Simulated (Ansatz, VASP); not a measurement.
## Two plane-wave programs on CuAu (Tetraauricupride)

```
CELL_PARAMETERS angstrom
2.83104 0.00000 0.00000
0.00000 2.83104 0.00000
0.00000 0.00000 3.57651
ATOMIC_POSITIONS crystal
Cu 0.50000 0.50000 0.50000
Au 0.00000 0.00000 0.00000
```

Alike in both runs: functional PBE; dispersion D3(BJ); k mesh 16 × 16 × 12; occupations gaussian, width 0.1 eV; no spin polarisation.

Ansatz relaxed the structure, and its values are those at the end. VASP's run is a single point on that final structure, the one shown.

|  | VASP | Ansatz |
| --- | --- | --- |
| version | VASP 6.6.1 | Ansatz 0.2.0 |
| potentials or method | VASP PAW PBE potentials, release 64 (Cu, Au) | scalar-relativistic, plane waves, PAW |
| plane-wave cutoff (eV) | 520 | 420 |
| valence electrons in the cell | 22 | 38 |

```tsv
	VASP	Ansatz	Ansatz less VASP
gap on the k mesh at the Fermi level (eV)	none	none	-
pressure (GPa)	-0.1	0.0	+0.13
```

A gap of «none» marks a metal or a gap that the smearing closes. The two sets of potentials don't hold the same shells in valence.

Caveats: pairwise dispersion overbinds metals, which lowers pressure and volume. Spin-orbit coupling is left out, which matters for the levels of Au.
